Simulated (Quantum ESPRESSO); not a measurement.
# GaP: phonons at points of the zone under several settings

```
Ga P
1.0
     0.00000    2.72525    2.72525
     2.72525    0.00000    2.72525
     2.72525    2.72525    0.00000
Ga P
1 1
Direct
  0.00000 0.00000 0.00000
  0.75000 0.75000 0.75000
```

All runs used Quantum ESPRESSO 7.5; potentials GBRV 1.5 PBE; k mesh 4 × 4 × 4, shifted; relaxed cell; no spin polarisation; cutoff 762 eV; occupations smeared at first, fixed for the response.

| level | point | frequencies (cm⁻¹) |
| --- | --- | --- |
| PBE | Γ (0.000, 0.000, 0.000) | 0 0 0 345 345 345 |
| PBE | L (0.500, 0.500, 0.500) | ? |
| PBE | W (0.500, 0.250, 0.750) | 119 139 207 311 343 373 |
| PBE | X (0.500, 0.000, 0.500) | 102 102 241 341 341 348 |

Task: What stands in the row left open?

Result: Frequencies 80 80 224 342 342 352 cm⁻¹.
